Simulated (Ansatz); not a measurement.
## Bands of ZnSe

```
Zn Se
1.0
     0.00000    2.83380    2.83380
     2.83380    0.00000    2.83380
     2.83380    2.83380    0.00000
Zn Se
1 1
Direct
  0.00000 0.00000 0.00000
  0.75000 0.75000 0.75000
```

Atoms are numbered in the order listed.

The cell is COD entry 9008857, as deposited and not checked against the literature; nothing was relaxed.

All numbers below come from Ansatz 0.2.0, DFT, PBE, all-electron LAPW, scalar-relativistic.

Sampling and basis: a Γ-centred 8×8×8 k mesh, Fermi–Dirac smearing of 0.03 eV, basis error target 1 meV/atom, no spin polarisation.

Points in fractions of the reciprocal vectors of this cell: Γ (0, 0, 0), X (-0.5, -0.5, 0), U (-0.375, -0.375, 0.25), K (-0.375, 0, 0.375), L (0, 0, 0.5), W (-0.5, -0.25, 0.25). The path joins them by straight lines in the order Γ–X–U–K–Γ–L–W–X; legs that retrace an earlier one aren't tabulated. Energies are in eV from the top of the valence band.

**Question.** List the levels at L between -5 and 5 eV.

**Answer.** -0.87 (×2), 2.55.

**Question.** List the levels at X between -5 and 5 eV.

**Answer.** -4.75, -2.18 (×2), 2.99, 3.47.

**Question.** List the levels at W between -5 and 5 eV.

**Answer.** -4.68, -2.76, -2.66.

**Question.** What is the band gap?

**Answer.** 1.29 eV, direct at Γ.

Kohn–Sham gaps of semilocal functionals usually fall short of measured ones.
